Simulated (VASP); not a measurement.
# Li (Fm-3m) in VASP: further runs, part 2 of 2

VASP 6.6.1.

## 5. Single point, PBEsol (cell strained at random at fixed volume)

The input, run.py:

```python
from ase.calculators.vasp import Vasp
from ase.dft.bandgap import bandgap
from ase.io import read

atoms = read('Li.xyz')
calc = Vasp(
    directory='calc',
    xc='pbesol',
    pp='PBE',
    setups='recommended',
    prec='Accurate',
    encut=520,
    ediff=1e-06,
    ismear=1,
    sigma=0.1,
    lreal=False,
    lasph=True,
    nelm=100,
    algo='Normal',
    isif=2,
    lwave=False,
    lcharg=True,
    lelf=True,
    lvhar=True,
    kpts=[10, 10, 10],
    gamma=True,
)
atoms.calc = calc

print('energy (eV):', atoms.get_potential_energy())
print('free energy (eV):', atoms.get_potential_energy(force_consistent=True))
print('forces (eV/A):')
print(atoms.get_forces())
print('stress (eV/A^3, Voigt):', atoms.get_stress())
print('Fermi level (eV):', calc.get_fermi_level())
gap, top, bottom = bandgap(calc)
print('band gap (eV):', gap, 'from (spin, k, band)', top, 'to', bottom)
```

The input, Li.xyz:

```xyz
1
Lattice="0.0015980000 2.1628600000 2.1862520000 2.2146890000 0.0031880000 2.1846620000 2.2469710000 2.1935510000 -0.0290940000" Properties=species:S:1:pos:R:3 pbc="T T T"
Li     0.0421511681     -0.0063420950     -0.0191996392
```

Started as:

```
$ python run.py
```

It took 28 s on 1 thread of Intel Xeon Platinum 8488C (Sapphire Rapids), shared host; peak memory 0.16 GiB.

The run converged. Its results:

| Quantity | Value |
| --- | --- |
| Free energy | -1.9644 eV |
| Band gap on the k mesh | none (metal or under the smearing width) |

Levels at points of the mesh, in eV from the Fermi level:
```csv
k point,band 1,band 2,band 3,band 4,band 5
"(0.00, 0.00, 0.00)",-45.94,-3.42,13.61,14.05,14.09
"(0.50, 0.00, 0.00)",-45.92,0.10,2.89,12.06,12.31
"(0.00, 0.50, 0.00)",-45.92,0.11,2.90,11.89,12.42
"(0.50, 0.50, 0.00)",-45.92,1.57,4.60,8.00,8.42
"(0.00, 0.00, 0.50)",-45.92,-0.04,2.67,12.31,12.65
"(0.50, 0.00, 0.50)",-45.92,1.70,4.74,7.88,8.25
"(0.00, 0.50, 0.50)",-45.92,1.40,4.43,8.22,8.57
"(0.50, 0.50, 0.50)",-45.92,0.10,2.88,12.02,12.36
```

Caveat: the cutoff is under 1.25 times the usual one of these potentials, so pressure, stress and relaxed cells hold a basis-set (Pulay) error; the PAW data sets were made with another functional, which shifts forces and pressure a little.

## 6. Single point, r2SCAN+rVV10

Changes to run.py since step 5:

```diff
@@ -2,8 +2,15 @@
 from ase.dft.bandgap import bandgap
-from ase.io import read
+from ase.spacegroup import crystal
 
-atoms = read('Li.xyz')
+atoms = crystal(
+    ['Li'],
+    basis=[[0.0, 0.0, 0.0]],
+    spacegroup=225,
+    setting=1,
+    cellpar=[4.404, 4.404, 4.404, 90.0, 90.0, 90.0],
+    primitive_cell=True,
+)
 calc = Vasp(
     directory='calc',
-    xc='pbesol',
+    xc='r2scan+rvv10',
     pp='PBE',
@@ -11,9 +18,9 @@
     prec='Accurate',
-    encut=520,
+    encut=400,
     ediff=1e-06,
-    ismear=1,
-    sigma=0.1,
+    ismear=-5,
+    sigma=0.01,
     lreal=False,
     lasph=True,
-    nelm=100,
+    nelm=80,
     algo='Normal',
@@ -21,5 +28,5 @@
     lwave=False,
-    lcharg=True,
-    lelf=True,
-    lvhar=True,
+    lcharg=False,
+    lmixtau=True,
+    addgrid=True,
     kpts=[10, 10, 10],
```

Potentials or basis: VASP PAW PBE potentials, release 64 (Li_sv).

Started as:

```
$ python run.py
```

Log:

```text
<dir> UserWarning: vdW has been enabled, however no location for the vdw_kernel.bindat file has been specified. Set ASE_VASP_VDW environment variable to copy the vdW kernel.
  warnings.warn(
energy (eV): -2.30706502
free energy (eV): -2.30706502
forces (eV/A):
[[-0.  0.  0.]]
stress (eV/A^3, Voigt): [ 0.01924085  0.01924085  0.01924085  0.         -0.         -0.        ]
Fermi level (eV): 0.55119366
band gap (eV): 0.0 from (spin, k, band) (None, None, None) to (None, None, None)
```

OUTCAR:

```text
ENCUT = 400.000000
   BPARAM = 11.950000
   EDIFF = 1.00e-06
   METAGGA = R2SCAN
   PREC = Accurate
   ISIF = 2
   ISMEAR = -5
   NELM = 80
   LASPH = .TRUE.
   LREAL = .FALSE.

 ion  position               nearest neighbor table
   1  0.000  0.000  0.000-

  LATTYP: Found a face centered cubic cell.
 ALAT       =     4.4040000000

  Lattice vectors:

 A1 = (   0.0000000000,   2.2020000000,   2.2020000000)
 A2 = (   2.2020000000,   0.0000000000,   2.2020000000)
 A3 = (   2.2020000000,   2.2020000000,   0.0000000000)

Analysis of symmetry for initial positions (statically):
=====================================================================
 Subroutine PRICEL returns:
 Original cell was already a primitive cell.

 Routine SETGRP: Setting up the symmetry group for a
 face centered cubic supercell.

 Subroutine GETGRP returns: Found 48 space group operations
 (whereof 48 operations were pure point group operations)
 out of a pool of 48 trial point group operations.

The static configuration has the point symmetry O_h .

Analysis of symmetry for dynamics (positions and initial velocities):
=====================================================================
[... 182 lines left out ...]

 E-fermi :   0.5512     XC(G=0):  -7.3208

 val. band max:        0.5098861140   @ k =   0.5000   0.0000   0.0000
 cond. band min:       0.5275433821   @ k =   0.5000   0.3000   0.1000
 fundamental gap:      0.0176572681
 Fermi energy:         0.5511936584

 k-point     1 :       0.0000    0.0000    0.0000
  band No.  band energies     occupation
      1     -47.7990      2.00000
      2      -3.1413      2.00000
      3      15.9788      0.00000
      4      15.9788      0.00000
      5      15.9801      0.00000
[... 305 lines left out ...]
 k-point    40 :      -0.2000    0.3000    0.1000
  band No.  band energies     occupation
      1     -47.7834      2.00000
      2       0.1005      1.69920
      3       6.3955      0.00000
      4       9.0542      0.00000
      5      12.3494      0.00000

 [... further k-points ...]

------------------------ aborting loop because EDIFF is reached ----------------------------------------

  FORCE on cell =-STRESS in cart. coord.  units (eV):
  Direction    XX          YY          ZZ          XY          YZ          ZX
  --------------------------------------------------------------------------------------
  -------------------------------------------------------------------------------------
  Total       -0.4108716     -0.4108716     -0.4108716      0.0000000     -0.0000000      0.0000000
  in kB      -30.8272457    -30.8272457    -30.8272457      0.0000000     -0.0000000      0.0000000
  external PRESSURE =     -30.8272457 kB  Pullay stress =       0.0000000 kB

 VOLUME and BASIS-vectors are now :
 -----------------------------------------------------------------------------
  energy-cutoff  :      400.00
  volume of cell :       21.35
      direct lattice vectors                 reciprocal lattice vectors
     0.000000000  2.202000000  2.202000000    -0.227066303  0.227066303  0.227066303
     2.202000000  0.000000000  2.202000000     0.227066303 -0.227066303  0.227066303
     2.202000000  2.202000000  0.000000000     0.227066303  0.227066303 -0.227066303

 POSITION                                       TOTAL-FORCE (eV/Angst)
 -----------------------------------------------------------------------------------
      0.00000      0.00000      0.00000        -0.000000      0.000000      0.000000
 -----------------------------------------------------------------------------------
    total drift:                                0.000000      0.000000     -0.000000

  FREE ENERGIE OF THE ION-ELECTRON SYSTEM (eV)
  ---------------------------------------------------
  free  energy   TOTEN  =        -2.3070650161 eV

  energy  without entropy=       -2.3070650161  energy(sigma->0) =       -2.30706502
```

INCAR:

```text
ENCUT = 400.000000
SIGMA = 0.010000
BPARAM = 11.950000
CPARAM = 0.009300
EDIFF = 1.00e-06
ALGO = Normal
METAGGA = R2SCAN
PREC = Accurate
ISIF = 2
ISMEAR = -5
NELM = 80
ADDGRID = .TRUE.
LASPH = .TRUE.
LCHARG = .FALSE.
LUSE_VDW = .TRUE.
LWAVE = .FALSE.
LMIXTAU = .TRUE.
LREAL = .FALSE.
```

It took 30 s on 1 thread of Intel Xeon Platinum 8488C (Sapphire Rapids), shared host; peak memory 0.18 GiB.

The run converged, but a check on its numbers failed (symmetry, net force, bounds or a known fault of this set-up), so they aren't taken as properties of the crystal.

Caveat: the cutoff lies under the usual one of these potentials, so the numbers hold a large basis-set error; the PAW data sets were made with another functional, which shifts forces and pressure a little; pairwise dispersion overbinds metals, which lowers pressure and volume; tetrahedron occupations give inexact forces and stress in metals.

## 7. Overview

```csv
task,level,potentials or basis,cell,k mesh,cutoff (eV),smearing,grid for exact exchange (PRECFOCK),screening parameter,mesh quality,gap on the mesh (eV)
single point,LDA,"VASP PAW LDA potentials, release 54 (Li_sv)",as given,10 × 10 × 10,520,gaussian 0.02 eV,-,-,not flagged,none
relaxation of cell and atoms,HSE06+D3(BJ),"VASP PAW PBE potentials, release 64 (Li_sv)",relaxed,5 × 5 × 5,600,fermi-dirac 0.1 eV,Fast,0.2 1/A,coarse,none
single point,PBEsol,"VASP PAW PBE potentials, release 64 (Li_sv)",cell strained at random at fixed volume,10 × 10 × 10,520,methfessel-paxton 0.1 eV,-,-,not flagged,none
```

Alike in all rows: no spin polarisation.

Caveats: some runs use coarse meshes; the cutoff is under 1.25 times the usual one of these potentials, so pressure, stress and relaxed cells hold a basis-set (Pulay) error; the PAW data sets were made with another functional, which shifts forces and pressure a little (some runs); pairwise dispersion overbinds metals, which lowers pressure and volume (some runs).

Total energies depend on the potentials used, so only differences within one code and one set of settings carry meaning.
